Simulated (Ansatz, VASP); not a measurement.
**One calculation of HfN, two programs**

```
CELL_PARAMETERS angstrom
0.00000 2.25600 2.25600
2.25600 0.00000 2.25600
2.25600 2.25600 0.00000
ATOMIC_POSITIONS crystal
Hf 0.00000 0.00000 0.00000
N 0.50000 0.50000 0.50000
```

Alike in both runs: task relaxation of cell and atoms; functional PBEsol; k mesh 16 × 16 × 16; occupations methfessel-paxton of order 1, width 0.1 eV; no spin polarisation.

|  | VASP | Ansatz |
| --- | --- | --- |
| version | VASP 6.6.1 | Ansatz 0.2.0 |
| potentials or method | VASP PAW PBE potentials, release 64 (Hf_pv, N) | scalar-relativistic, plane waves, PAW |
| plane-wave cutoff (eV) | 600 | 420 |
| valence electrons in the cell | 15 | 31 |

Ansatz gave:

* gap on the k mesh at the Fermi level, each at its own relaxed structure (eV): none
* relaxed volume (Å³/atom): 11.40
* relaxed cell length with the largest relative difference (Å): 3.183
* energy change over the relaxation (meV/atom): 0

**Question.** What did VASP give for the same quantities?

**Answer.** gap on the k mesh at the Fermi level, each at its own relaxed structure (eV): none; relaxed volume (Å³/atom): 11.31; relaxed cell length with the largest relative difference (Å): 3.174; energy change over the relaxation (meV/atom): -2.

A gap of «none» marks a metal or a gap that the smearing closes. The two sets of potentials don't hold the same shells in valence.

Caveats: the PAW data sets were made with another functional, which shifts forces and pressure a little (VASP). The runs have no spin-orbit coupling, so splittings on Hf are missing.
